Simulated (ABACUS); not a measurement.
# FeO (Wuestite) (Fm-3m) in ABACUS: equation of state, part 2 of 2

ABACUS 3.10.1.

**6. Equation of state, PBEsol, collinear spin, ferromagnetic start, 10.21 Å³/atom (volume scaled by 1.02)**

The input, INPUT:

```
INPUT_PARAMETERS
suffix              FeO
calculation         scf
basis_type          pw
pseudo_dir          ./
symmetry            1
dft_functional      pbesol
ecutwfc             90
pseudo_rcut         7
nspin               2
nbands              17
ks_solver           dav
smearing_method     fd
smearing_sigma      0.00367493
scf_thr             1e-08
scf_nmax            100
mixing_type         broyden
mixing_beta         0.4
cal_force           1
cal_stress          1
kpar                4
```

The input, STRU:

```
ATOMIC_SPECIES
Fe 55.8450 Fe.upf
O 15.9990 O.upf

LATTICE_CONSTANT
1.8897261246

LATTICE_VECTORS
0.0000000000 2.1696745882 2.1696745882
2.1696745882 0.0000000000 2.1696745882
2.1696745882 2.1696745882 0.0000000000

ATOMIC_POSITIONS
Direct

Fe
0.0
1
0.0000000000 0.0000000000 0.0000000000 1 1 1 mag 3

O
0.0
1
0.5000000000 0.5000000000 0.5000000000 1 1 1 mag 0
```

The input, KPT:

```
K_POINTS
0
Gamma
11 11 11 0 0 0
```

Potentials or basis: PseudoDojo NC SR 0.4.1 PBEsol standard, plane waves.

The run is started by

```console
$ OMP_NUM_THREADS=1 mpirun -np 4 abacus > log
```

running log:

```text
ABACUS v3.10.1

               Atomic-orbital Based Ab-initio Computation at UStc

 ------------------------------------------------------------------------------------

 READING GENERAL INFORMATION
                           global_out_dir = OUT.FeO/
                           global_in_card = INPUT
                               pseudo_dir = ./
                              orbital_dir =
                                    DSIZE = 4
                                    GSIZE = 1

 READING UNITCELL INFORMATION
                                    ntype = 2
                  lattice constant (Bohr) = 1.88973
              lattice constant (Angstrom) = 1

 READING ATOM TYPE 1
                               atom label = Fe
                      L=0, number of zeta = 1
                      L=1, number of zeta = 1
                      L=2, number of zeta = 1
             number of atom for this type = 1
               magnetization of element 1 = 3

 READING ATOM TYPE 2
                               atom label = O
                      L=0, number of zeta = 1
                      L=1, number of zeta = 1
                      L=2, number of zeta = 1
             number of atom for this type = 1
               magnetization of element 2 = 0

                        TOTAL ATOM NUMBER = 2
DIRECT COORDINATES
    atom                   x                   y                   z     mag                  vx                  vy                  vz
taud_Fe1            0.0000000000        0.0000000000        0.0000000000  3.0000        0.0000000000        0.0000000000        0.0000000000
taud_O1            0.5000000000        0.5000000000        0.5000000000  0.0000        0.0000000000        0.0000000000        0.0000000000

                          Volume (Bohr^3) = 137.851
                             Volume (A^3) = 20.4274

 Lattice vectors: (Cartesian coordinate: in unit of a_0)
                   +0            +2.16967            +2.16967
             +2.16967                  +0            +2.16967
             +2.16967            +2.16967                  +0
 Reciprocal vectors: (Cartesian coordinate: in unit of 2 pi/a_0)
            -0.230449           +0.230449           +0.230449
            +0.230449           -0.230449           +0.230449
            +0.230449           +0.230449           -0.230449
 The esolver type has been set to : ksdft_pw

                PAO radial cut off (Bohr) = 7

 Read in pseudopotential file is Fe.upf
                     pseudopotential type = NC
          exchange-correlation functional = PBESOL
                 nonlocal core correction = 1
                        valence electrons = 16
                                     lmax = 2
                           number of zeta = 4
                     number of projectors = 6
                           L of projector = 0
[... 5 lines left out ...]
                PAO radial cut off (Bohr) = 7

 Read in pseudopotential file is O.upf
                     pseudopotential type = NC
          exchange-correlation functional = PBESOL
                 nonlocal core correction = 1
                        valence electrons = 6
                                     lmax = 2
                           number of zeta = 2
                     number of projectors = 5
                           L of projector = 0
                           L of projector = 0
                           L of projector = 1
                           L of projector = 1
                           L of projector = 2
     initial pseudo atomic orbital number = 14
 The readin total magnetization is 3

 SETUP THE ELECTRONS NUMBER
            electron number of element Fe = 16
      total electron number of element Fe = 16
             electron number of element O = 6
       total electron number of element O = 6
[... 81 lines left out ...]
                             BRAVAIS TYPE = 2
                     BRAVAIS LATTICE NAME = 02. Cubic I (body-centered)
                                    ibrav = 2
                       right hand lattice = 1
                        ROTATION MATRICES = 48
                               nkstot_ibz = 56
K-POINTS REDUCTION ACCORDING TO SYMMETRY
     IBZ    DIRECT_X    DIRECT_Y    DIRECT_Z  WEIGHT  ibz2bz
       1  0.00000000  0.00000000  0.00000000  0.0008       0
       2  0.09090909  0.09090909  0.09090909  0.0060       1
       3  0.18181818  0.18181818  0.18181818  0.0060       2
       4  0.27272727  0.27272727  0.27272727  0.0060       3
       5  0.36363636  0.36363636  0.36363636  0.0060       4
       6  0.45454545  0.45454545  0.45454545  0.0060       5
[... 22 lines left out ...]
      29 -0.36363636  0.36363636  0.36363636  0.0180      40
      30 -0.45454545  0.27272727  0.27272727  0.0090      41
[... 26 further k points ...]

                               nkstot now = 56
[... K-POINTS DIRECT COORDINATES: 56 rows ...]

           k-point number in this process = 14
       minimum distributed K point number = 14
[... stars of the k points ...]
                             nks(nspin=2) = 28
                          nkstot(nspin=2) = 112

[... K-POINTS CARTESIAN COORDINATES: 28 rows ...]

[... K-POINTS DIRECT COORDINATES: 28 rows ...]

 SETUP PLANE WAVES FOR WAVE FUNCTIONS
     energy cutoff for wavefunc (unit:Ry) = 90
              fft grid for wave functions = [ 36, 36, 36 ]
                    number of plane waves = 2741
                         number of sticks = 253

 PARALLEL PW FOR WAVE FUNCTIONS
     PROC   COLUMNS(POT)             PW
        1            253           2741
 --------------- sum -------------------
        1            253           2741

 SETUP NONLOCAL PSEUDOPOTENTIALS IN PLANE WAVE BASIS
 Fe non-local projectors:
 projector 1 L=0
 projector 2 L=0
 projector 3 L=1
 projector 4 L=1
 projector 5 L=2
 projector 6 L=2
 O non-local projectors:
 projector 1 L=0
 projector 2 L=0
 projector 3 L=1
 projector 4 L=1
 projector 5 L=2
      TOTAL NUMBER OF NONLOCAL PROJECTORS = 31

 Init Non-Local PseudoPotential table :
 Init Non-Local-Pseudopotential done.

                                     npwx = 2001

 Make real space PAO into reciprocal space.
       max mesh points in Pseudopotential = 701
     dq(describe PAO in reciprocal space) = 0.01
                                    max q = 1143

 number of pseudo atomic orbitals for Fe is 4
WARNING: norm of atomic wavefunction # 3 of atomic type Fe is 0.999977, renormalized
WARNING: norm of atomic wavefunction # 4 of atomic type Fe is 0.996725, renormalized

 number of pseudo atomic orbitals for O is 2
WARNING: norm of atomic wavefunction # 2 of atomic type O is 0.999978, renormalized

 -------------------------------------------
 SELF-CONSISTENT
 -------------------------------------------
                                 init_chg = atomic

 PW ALGORITHM --------------- ION=   1  ELEC=   1--------------------------------
          total magnetism (Bohr mag/cell) = 4.00123
       absolute magnetism (Bohr mag/cell) = 4.00123
                        nelec for spin up = 13.0006
                      nelec for spin down = 8.99939
[... 145 lines left out ...]
 Density error is 2.35824783174e-09
                          Error Threshold = 2.51492107843e-10
----------------------------------------------------------
     Energy           Rydberg                 eV
----------------------------------------------------------
 E_KohnSham     -283.3739847055      -3855.5008569597
 E_KS(sigma->0) -283.3735531379      -3855.4949851806
 E_Harris       -283.3743646942      -3855.5060269706
 E_band         -20.3196381588       -276.4628602582
 E_one_elec     -126.6902476777      -1723.7092494474
 E_Hartree      75.6189779484        1028.8489770344
 E_xc           -43.5245133054       -592.1813836307
 E_Ewald        -188.7773385355      -2568.4474573578
 E_entropy(-TS) -0.0008631353        -0.0117435582
 E_descf        0.0000000000         0.0000000000
 E_exx          0.0000000000         0.0000000000
 E_Fermi        1.0424269079         14.1829456963
----------------------------------------------------------

 charge density convergence is achieved
 final etot is -3855.500857 eV
 EFERMI = 14.182945696 eV

 STATE ENERGY(eV) AND OCCUPATIONS    NSPIN == 2
SPIN UP :
 1/14 kpoint (Cartesian) = 0.0000 0.0000 0.0000 (1989 pws)
       1       -75.4095    0.000751315
       2       -41.6781    0.000751315
       3       -41.6781    0.000751315
       4       -41.6781    0.000751315
       5       -6.42606    0.000751315
       6        10.1481    0.000751315
[... 9 lines left out ...]
      16        30.7362        0.00000
[... 82 lines left out ...]
       4       -41.6846     0.00601052
       5       -5.29646     0.00601052
       6        5.46255     0.00601052
[... 9 lines left out ...]
      16        26.3853        0.00000
      17        26.3853        0.00000

[... levels at 22 further k points ...]

------------------------------------------------------------------------------------------
 TOTAL-FORCE (eV/Angstrom)
------------------------------------------------------------------------------------------
                       Fe1         0.0000000000         0.0000000000         0.0000000000
                        O1         0.0000000000         0.0000000000         0.0000000000
------------------------------------------------------------------------------------------

----------------------------------------------------------------
 TOTAL-STRESS (KBAR)
----------------------------------------------------------------
      -123.7634407593         0.0000000000         0.0000000000
         0.0000000000      -123.7634407593        -0.0000000000
         0.0000000000        -0.0000000000      -123.7634407593
----------------------------------------------------------------
 TOTAL-PRESSURE: -123.763441 KBAR

 --------------------------------------------
 !FINAL_ETOT_IS -3855.5008569597093810 eV
 --------------------------------------------
```

Run time: 13 s. Hardware: 4 MPI ranks of Intel Xeon 6975P-C (Granite Rapids), shared host; peak memory 0.36 GiB.

What came out:

```yaml
Free_energy: -3855.5009 eV
Pressure: -12.4 GPa
Band_gap_on_the_k_mesh: none (metal or under the smearing width)
Net_moment: 4.00 μB per cell
Absolute_moment: 4.02 μB per cell
```

Caveat: a cell with one magnetic atom can't hold antiferromagnetic order, which such compounds often take; semilocal functionals often make such compounds metallic where correlation or magnetic order opens a gap, which also shifts bond lengths.

**7. Equation of state, PBEsol, collinear spin, ferromagnetic start, 10.41 Å³/atom (volume scaled by 1.04)**

INPUT is that of step 6.

STRU: that of step 6 with these lines changed.

```diff
@@ -8,5 +8,5 @@
 LATTICE_VECTORS
-0.0000000000 2.1696745882 2.1696745882
-2.1696745882 0.0000000000 2.1696745882
-2.1696745882 2.1696745882 0.0000000000
+0.0000000000 2.1837637790 2.1837637790
+2.1837637790 0.0000000000 2.1837637790
+2.1837637790 2.1837637790 0.0000000000
```

KPT is that of step 6.

The run is started by

```console
$ OMP_NUM_THREADS=1 mpirun -np 4 abacus > log
```

Wall time 15 s (4 MPI ranks of Intel Xeon 6975P-C (Granite Rapids), shared host); peak memory 0.36 GiB.

It converged, with:

| Item | Value |
| --- | --- |
| Free energy | -3855.4665 eV |
| Pressure | -15.2 GPa |
| Band gap on the k mesh | none (metal or under the smearing width) |
| Net moment | 4.00 μB per cell |
| Absolute moment | 4.02 μB per cell |

Caveat: a cell with one magnetic atom can't hold antiferromagnetic order, which such compounds often take; semilocal functionals often make such compounds metallic where correlation or magnetic order opens a gap, which also shifts bond lengths.

**8. Equation of state, PBEsol, collinear spin, ferromagnetic start, 10.61 Å³/atom (volume scaled by 1.06)**

INPUT is that of step 7.

STRU: that of step 7 with these lines changed.

```diff
@@ -8,5 +8,5 @@
 LATTICE_VECTORS
-0.0000000000 2.1837637790 2.1837637790
-2.1837637790 0.0000000000 2.1837637790
-2.1837637790 2.1837637790 0.0000000000
+0.0000000000 2.1976734774 2.1976734774
+2.1976734774 0.0000000000 2.1976734774
+2.1976734774 2.1976734774 0.0000000000
```

KPT is that of step 7.

The run is started by

```console
$ OMP_NUM_THREADS=1 mpirun -np 4 abacus > log
```

Run time: 13 s. Hardware: 4 MPI ranks of Intel Xeon 6975P-C (Granite Rapids), shared host; peak memory 0.36 GiB.

The run converged. Its results:

| Item | Value |
| --- | --- |
| Free energy | -3855.4256 eV |
| Pressure | -17.7 GPa |
| Band gap on the k mesh | none (metal or under the smearing width) |
| Net moment | 4.00 μB per cell |
| Absolute moment | 4.02 μB per cell |

Caveat: a cell with one magnetic atom can't hold antiferromagnetic order, which such compounds often take; semilocal functionals often make such compounds metallic where correlation or magnetic order opens a gap, which also shifts bond lengths.

**9. Equation of state, PBEsol, collinear spin, ferromagnetic start**

Potentials or basis: PseudoDojo NC SR 0.4.1 PBEsol standard, plane waves.

No new run: the results of the series are fitted here.

Results:

* Equilibrium volume: 9.54 Å³/atom
* Bulk modulus: 209 GPa
* Pressure derivative of the bulk modulus: 4.5

Energy against volume, from the lowest point:
```csv
volume (Å³/atom),energy (meV/atom)
9.413,0.71
9.613,0.00
9.813,4.56
10.013,13.81
10.214,27.23
10.414,44.39
10.614,64.87
```
